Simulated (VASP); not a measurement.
# Zr (Immm) in VASP: a series of runs

Runs on Zr. Level: PBEsol. Tasks: single point.

Everything below comes from runs of VASP 6.6.1. Logs are shortened: lines on timing, memory, paths and dates and some standing lists are left out, and cuts for length are marked.

## (1) The cell of the first run

It takes space group Immm (No. 71, orthorhombic). Conventional cell: a = 3.050 Å, b = 3.329 Å, c = 4.510 Å, α = 90.00°, β = 90.00°, γ = 90.00°. Zr (site symmetry mmm) is surrounded by 12 Zr at 3.05 to 3.33 Å.

This isn't the form of Zr at room conditions, which is hcp.

## (2) Single point, PBEsol (strain +0.0875 x Voigt [0, 0, 0, 0, 0, 1], atoms carried along)

Input file INCAR:

```
SYSTEM = Zr
  PREC = Accurate
  ENCUT = 520
  EDIFF = 1E-7
  ISMEAR = 0
  SIGMA = 0.15
  LREAL = .False.
  LASPH = .True.
  NELM = 100
  ALGO = Fast
  ISIF = 2
  LWAVE = .False.
  LCHARG = .True.
  GGA = PS
  LELF = .True.
  LVHAR = .True.
  NBANDS = 12
```

Input file KPOINTS:

```
regular mesh
0
Gamma
  18 18 18
  0 0 0
```

Input file POSCAR:

```
Zr
1.0
    0.0986562500      2.2550000000      2.2550000000
    2.2550000000      0.0986562500      2.2550000000
    2.3536562500      2.3536562500      0.0000000000
Zr
1
Direct
    0.0000000000      0.0000000000      0.0000000000
```

Potentials or basis: VASP PAW PBE potentials, release 64 (Zr_sv).

The run is started by

```
> cat potpaw_PBE.64/Zr_sv/POTCAR > POTCAR
> mpirun -np 1 vasp_std > vasp.out
```

OUTCAR:

```text
SYSTEM = Zr
   PREC = Accurate
   ENCUT = 520
   EDIFF = 1E-7
   ISMEAR = 0
   LREAL = .False.
   LASPH = .True.
   NELM = 100
   ISIF = 2
   GGA = PS

 ion  position               nearest neighbor table
   1  0.000  0.000  0.000-

  LATTYP: Found a body centered orthorhombic cell.
 ALAT       =     3.0495305764
 B/A-ratio  =     1.0915032680
 C/A-ratio  =     1.4789161437

  Lattice vectors:

 A1 = (   2.2550000000,   0.0986562500,  -2.2550000000)
 A2 = (  -2.2550000000,  -0.0986562500,  -2.2550000000)
 A3 = (   0.0986562500,   2.2550000000,   2.2550000000)

Analysis of symmetry for initial positions (statically):
=====================================================================
 Subroutine PRICEL returns:
 Original cell was already a primitive cell.

 Routine SETGRP: Setting up the symmetry group for a
 body centered orthorhombic supercell.

 Subroutine GETGRP returns: Found  8 space group operations
 (whereof  8 operations were pure point group operations)
 out of a pool of  8 trial point group operations.

The static configuration has the point symmetry D_2h.

Analysis of symmetry for dynamics (positions and initial velocities):
=====================================================================
 Subroutine PRICEL returns:
 Original cell was already a primitive cell.

 Routine SETGRP: Setting up the symmetry group for a
 body centered orthorhombic supercell.

 Subroutine GETGRP returns: Found  8 space group operations
 (whereof  8 operations were pure point group operations)
 out of a pool of  8 trial point group operations.

The dynamic configuration has the point symmetry D_2h.

 Subroutine INISYM returns: Found  8 space group operations
 (whereof  8 operations are pure point group operations),
 and found     1 'primitive' translations

----------------------------------------------------------------------------------------

                                     Primitive cell

  volume of cell :      22.8896

  direct lattice vectors                    reciprocal lattice vectors
     0.098656250  2.255000000  2.255000000    -0.231873976  0.231873976  0.221729490
     2.255000000  0.098656250  2.255000000     0.231873976 -0.231873976  0.221729490
     2.353656250  2.353656250  0.000000000     0.212435440  0.212435440 -0.221729490

  length of vectors
     3.190577229  3.190577229  3.328572590     0.395847254  0.395847254  0.373392017

  position of ions in fractional coordinates (direct lattice)
     0.000000000  0.000000000  0.000000000

  ion indices of the primitive-cell ions
   primitive index   ion index
                 1           1

----------------------------------------------------------------------------------------

 KPOINTS: regular mesh

Automatic generation of k-mesh.
 Grid dimensions read from file:
 generate k-points for:   18   18   18

 Generating k-lattice:

  Cartesian coordinates                     Fractional coordinates (reciprocal lattice)
    -0.012881888  0.012881888  0.012318305     0.055555556  0.000000000  0.000000000
     0.012881888 -0.012881888  0.012318305     0.000000000  0.055555556  0.000000000
     0.011801969  0.011801969 -0.012318305     0.000000000  0.000000000  0.055555556

  Length of vectors
     0.021991514  0.021991514  0.020744001

  Shift w.r.t. Gamma in fractional coordinates (k-lattice)
     0.000000000  0.000000000  0.000000000

 Subroutine IBZKPT returns following result:
 ===========================================

 Found    865 irreducible k-points:

 Following reciprocal coordinates:
            Coordinates               Weight
  0.000000  0.000000  0.000000      1.000000
  0.055556  0.000000  0.000000      4.000000
  0.111111  0.000000  0.000000      4.000000
  0.166667  0.000000  0.000000      4.000000
  0.222222 -0.000000  0.000000      4.000000
  0.277778 -0.000000  0.000000      4.000000
[... 16 lines left out ...]
 -0.277778  0.055556  0.000000      4.000000
 -0.222222  0.055556  0.000000      4.000000
 [... further k-points ...]
   k-points           NKPTS =    865   k-points in BZ     NKDIM =    865   number of bands    NBANDS=     12
   number of dos      NEDOS =    301   number of ions     NIONS =      1
   total plane-waves  NPLWV =  16128
   dimension x,y,z NGX =    24 NGY =   24 NGZ =   28
   dimension x,y,z NGXF=    48 NGYF=   48 NGZF=   56
   ions per type =               1
   NGX,Y,Z   is equivalent  to a cutoff of  12.51, 12.51, 13.98 a.u.
   NGXF,Y,Z  is equivalent  to a cutoff of  25.01, 25.01, 27.97 a.u.
 SYSTEM =  Zr
   PREC   = accura    normal or accurate (medium, high low for compatibility)
   ISTART =      0    job   : 0-new  1-cont  2-samecut
   ICHARG =      2    charge: 1-file 2-atom 10-const
   ISPIN  =      1    spin polarized calculation?
   LNONCOLLINEAR =      F non collinear calculations
   LSORBIT =      F    spin-orbit coupling
   LASPH  =      T    aspherical Exc in radial PAW
   ENCUT  =  520.0 eV  38.22 Ry    6.18 a.u.   5.93  5.93  6.19*2*pi/ulx,y,z
   NELM   =    100;   NELMIN=  2; NELMDL= -5     # of ELM steps
   EDIFF  = 0.1E-06   stopping-criterion for ELM
   LREAL  =      F    real-space projection
   EDIFFG = 0.1E-05   stopping-criterion for IOM
   NSW    =      0    number of steps for IOM
   IBRION =     -1    ionic relax: 0-MD 1-quasi-New 2-CG
   NFREE  =      0    steps in history (QN), initial steepest desc. (CG)
   ISIF   =      2    stress and relaxation
   ISYM   =      2    0-nonsym 1-usesym 2-fastsym
   POTIM  = 0.5000    time-step for ionic-motion
   TEBEG  =    0.0;   TEEND  =   0.0 temperature during run
   PSTRESS=    0.0 pullay stress
   NELECT =      12.0000    total number of electrons
   NUPDOWN=      -1.0000    fix difference up-down
   EMIN   =  10.00;   EMAX   =-10.00  energy-range for DOS
   EFERMI =   0.00;   METHOD = LEGACY
   ISMEAR =     0;   SIGMA  =   0.15  broadening in eV -4-tet -1-fermi 0-gaus
   EFERMI_NEDOS =   21; number of points for ismear=-14 and -15
   IALGO  =     68    algorithm
   IMIX   =      4    mixing-type and parameters
     AMIX     =   0.40;   BMIX     =  1.00
     AMIX_MAG =   1.60;   BMIX_MAG =  1.00
  volume/ion in A,a.u.               =      22.89       154.47
  Fermi-wavevector in a.u.,A,eV,Ry     =   1.320047  2.494527 23.708479  1.742524
  Thomas-Fermi vector in A             =   2.449901
   LORBIT       =      0    0 simple, 1 ext, 2 COOP (PROOUT), +10 PAW based schemes
   GGA     = PS    functional components
   LHFCALC =     F    Hartree Fock is set to
   AEXX    =    0.0000 exact exchange contribution
   IVDW    =     0    specifies the selected vdW correction
   LEPSILON=     F    determine dielectric tensor
   LRPA    =     F    only Hartree local field effects (RPA)
 non-spin polarized calculation
 RMM-DIIS sequential band-by-band and
 Gauss-broadening in eV      SIGMA  =   0.15
  energy-cutoff  :      520.00
  volume of cell :       22.89
 maximum number of plane-waves:       634
   NGX = 11   NGY = 11   NGZ = 13

 number of electron      12.0000000 magnetization

 Free energy of the ion-electron system (eV)
  ---------------------------------------------------
  ext. energy  EPLUGINS =         0.00000000
  ---------------------------------------------------
  free energy    TOTEN  =        -9.02712355 eV

  energy without entropy =       -9.01025579  energy(sigma->0) =       -9.01868967

 E-fermi :   8.9372     XC(G=0): -11.2760

 val. band max:        8.9366258979   @ k =   0.5000   0.2222   0.1667
 cond. band min:       8.9416973589   @ k =  -0.3889   0.3889   0.3333
 fundamental gap:      0.0050714610
 Fermi energy:         8.9371872441

 k-point     1 :       0.0000    0.0000    0.0000
  band No.  band energies     occupation
      1     -39.6301      2.00000
      2     -17.2032      2.00000
      3     -17.1461      2.00000
      4     -17.0500      2.00000
      5       3.3588      2.00000
      6       9.3404      0.00014
      7       9.7620      0.00000
      8      10.5751      0.00000
      9      12.4693      0.00000
     10      12.4824      0.00000
     11      19.4771      0.00000
     12      22.8552      0.00000

 k-point     2 :       0.0556    0.0000    0.0000
  band No.  band energies     occupation
      1     -39.6246      2.00000
      2     -17.2070      2.00000
      3     -17.1607      2.00000
      4     -17.0788      2.00000
      5       3.4679      2.00000
      6       9.3950      0.00002
      7       9.7917      0.00000
      8      10.4991      0.00000
      9      12.3856      0.00000
     10      12.4134      0.00000
     11      19.7281      0.00000
     12      23.0928      0.00000

 k-point     3 :       0.1111    0.0000    0.0000
  band No.  band energies     occupation
      1     -39.6089      2.00000
      2     -17.2333      2.00000
      3     -17.2180      2.00000
      4     -17.1301      2.00000
      5       3.7830      2.00000
      6       9.5412      0.00000
      7       9.7581      0.00000
      8      10.4331      0.00000
      9      12.1823      0.00000
     10      12.2408      0.00000
     11      20.3709      0.00000
     12      22.7711      0.00000
[... 286 lines left out ...]
 k-point    23 :      -0.2778    0.0556    0.0000
  band No.  band energies     occupation
      1     -39.5058      2.00000
      2     -17.8651      2.00000
      3     -17.2725      2.00000
      4     -17.2694      2.00000
      5       5.6495      2.00000
      6       9.0251      0.40725
      7       9.7076      0.00000
      8      10.5249      0.00000
      9      12.0090      0.00000
     10      13.2855      0.00000
     11      19.5127      0.00000
     12      23.3799      0.00000

 k-point    24 :      -0.2222    0.0556    0.0000
  band No.  band energies     occupation
      1     -39.5371      2.00000
      2     -17.6745      2.00000
      3     -17.2469      2.00000
      4     -17.2404      2.00000
      5       5.1393      2.00000
      6       9.0661      0.22427
      7       9.8684      0.00000
      8      10.7093      0.00000
      9      11.5928      0.00000
     10      12.6556      0.00000
     11      20.1750      0.00000
     12      23.4198      0.00000

 [... further k-points ...]
[... 5 lines left out ...]
  --------------------------------------------------------------------------------------
  -------------------------------------------------------------------------------------
  Total       -0.3091870     -0.3091870     -0.4346833     -0.5469136      0.0000000      0.0000000
  in kB      -21.6418446    -21.6418446    -30.4260768    -38.2817470      0.0000000      0.0000000
  external PRESSURE =     -24.5699220 kB  Pullay stress =       0.0000000 kB

 VOLUME and BASIS-vectors are now :
 -----------------------------------------------------------------------------
  energy-cutoff  :      520.00
  volume of cell :       22.89
      direct lattice vectors                 reciprocal lattice vectors
     0.098656250  2.255000000  2.255000000    -0.231873976  0.231873976  0.221729490
     2.255000000  0.098656250  2.255000000     0.231873976 -0.231873976  0.221729490
     2.353656250  2.353656250  0.000000000     0.212435440  0.212435440 -0.221729490

 POSITION                                       TOTAL-FORCE (eV/Angst)
 -----------------------------------------------------------------------------------
      0.00000      0.00000      0.00000         0.000000      0.000000      0.000000
 -----------------------------------------------------------------------------------
    total drift:                               -0.000000     -0.000000      0.000000

  FREE ENERGIE OF THE ION-ELECTRON SYSTEM (eV)
  ---------------------------------------------------
  free  energy   TOTEN  =        -9.0271235463 eV

  energy  without entropy=       -9.0102557875  energy(sigma->0) =       -9.01868967
```

Run time: 5.1 min. Hardware: 1 thread of AMD EPYC 9R45 (Zen 5), shared host; peak memory 0.3 GiB.

What came out:

- Free energy: -9.0271 eV
- Pressure: -2.5 GPa
- Band gap on the k mesh: none (metal or under the smearing width)

Caveat: the PAW data sets were made with another functional, which shifts forces and pressure a little.

## (3) Single point, PBEsol (strain +0.0625 x Voigt [0, 0, 0, 0, 0, 1], atoms carried along)

Input file INCAR:

```
SYSTEM = Zr
PREC = Accurate ; ENCUT = 520
EDIFF = 1E-7 ; ISMEAR = 0
SIGMA = 0.15 ; LREAL = .FALSE.
LASPH = .TRUE. ; NELM = 100
ALGO = Fast ; ISIF = 2
LWAVE = .FALSE. ; LCHARG = .FALSE.
GGA = PS ; NBANDS = 12
```

Input file KPOINTS:

```
Automatic mesh
0
G
  18 18 18
  0 0 0
```

Input file POSCAR:

```
Zr
1.0
    0.0704687500      2.2550000000      2.2550000000
    2.2550000000      0.0704687500      2.2550000000
    2.3254687500      2.3254687500      0.0000000000
Zr
1
Direct
    0.0000000000      0.0000000000      0.0000000000
```

Potentials or basis: VASP PAW PBE potentials, release 64 (Zr_sv).

The run is started by

```
> cat potpaw_PBE.64/Zr_sv/POTCAR > POTCAR
> mpirun -np 1 vasp_std > vasp.out
```

Wall time 5.3 min (1 thread of AMD EPYC 9R45 (Zen 5), shared host); peak memory 0.3 GiB.

It converged, with:

```yaml
Free_energy: -9.0389 eV
Pressure: -2.6 GPa
Band_gap_on_the_k_mesh: none (metal or under the smearing width)
```

Stress tensor (GPa, compression positive):
```
-2.43 -2.91  0.00
-2.91 -2.43  0.00
 0.00  0.00 -2.89
```

Levels at points of the mesh, in eV from the Fermi level:
```csv
k point,band 3,band 4,band 5,band 6,band 7,band 8,band 9,band 10
"(0.00, 0.00, 0.00)",-26.09,-26.02,-5.58,0.56,0.90,1.44,3.49,3.50
"(0.50, 0.00, 0.00)",-26.26,-26.24,-2.96,0.38,1.04,1.44,5.14,5.56
"(0.50, 0.50, 0.00)",-26.53,-26.35,-3.04,-2.24,3.08,5.31,5.83,5.84
"(0.00, 0.00, 0.50)",-26.19,-26.15,-3.01,0.54,0.94,1.25,4.94,5.45
"(0.50, 0.00, 0.50)",-26.44,-26.44,-3.04,-2.23,3.11,5.15,5.79,5.93
```

Caveat: the PAW data sets were made with another functional, which shifts forces and pressure a little.

## (4) Single point, PBEsol (strain +0.0375 x Voigt [0, 0, 0, 0, 0, 1], atoms carried along)

Input file INCAR:

```
PREC = Accurate ; ENCUT = 520
EDIFF = 1E-6 ; ISMEAR = 0
SIGMA = 0.15 ; LREAL = F
LASPH = T ; NELM = 100
ALGO = Fast ; ISIF = 2
LWAVE = F ; LCHARG = T
GGA = PS ; LELF = T
LVHAR = T ; NBANDS = 12
```

Input file KPOINTS:

```
Automatic mesh
0
Gamma
  18 18 18
```

Input file POSCAR:

```
Zr
1.0
    0.0422812500      2.2550000000      2.2550000000
    2.2550000000      0.0422812500      2.2550000000
    2.2972812500      2.2972812500      0.0000000000
Zr
1
Direct
    0.0000000000      0.0000000000      0.0000000000
```

The run is started by

```
> cat potpaw_PBE.64/Zr_sv/POTCAR > POTCAR
> mpirun -np 1 vasp_std > vasp.out
```

It took 3.8 min on 1 thread of AMD EPYC 9R45 (Zen 5), shared host; peak memory 0.3 GiB.

Results (log left out):

```
Free energy            : -9.0472 eV
Pressure               : -2.6 GPa
Band gap on the k mesh : none (metal or under the smearing width)
```

Stress tensor (GPa, compression positive):
```
-2.59 -1.83  0.00
-1.83 -2.59  0.00
 0.00  0.00 -2.76
```

Levels at points of the mesh, in eV from the Fermi level:
```tsv
k point	band 4	band 5	band 6	band 7	band 8	band 9
(0.00, 0.00, 0.00)	-26.05	-5.59	0.73	0.95	1.25	3.46
(0.50, 0.00, 0.00)	-26.23	-2.97	0.54	0.94	1.33	5.19
(0.50, 0.50, 0.00)	-26.39	-3.04	-2.24	3.08	5.29	5.82
(0.00, 0.00, 0.50)	-26.18	-3.00	0.64	1.03	1.06	5.08
(0.50, 0.00, 0.50)	-26.45	-3.04	-2.23	3.09	5.23	5.80
```

Caveat: the PAW data sets were made with another functional, which shifts forces and pressure a little.

## (5) Summary

```csv
cell,further INCAR settings,gap on the mesh (eV),pressure (GPa)
"strain +0.0875 x Voigt [0, 0, 0, 0, 0, 1], atoms carried along",ALGO = Fast; EDIFF = 1e-07; NBANDS = 12,none,-2.5
"strain +0.0625 x Voigt [0, 0, 0, 0, 0, 1], atoms carried along",ALGO = Fast; EDIFF = 1e-07; NBANDS = 12,none,-2.6
"strain +0.0375 x Voigt [0, 0, 0, 0, 0, 1], atoms carried along",ALGO = Fast; EDIFF = 1e-06; NBANDS = 12,none,-2.6
```

Alike in all rows: task single point; level PBEsol; potentials or basis VASP PAW PBE potentials, release 64 (Zr_sv); no spin polarisation; k mesh 18 × 18 × 18; cutoff (eV) 520; smearing gaussian 0.15 eV.

Caveats: the PAW data sets were made with another functional, which shifts forces and pressure a little.

Absolute energies hang on the potentials; compare differences alone.
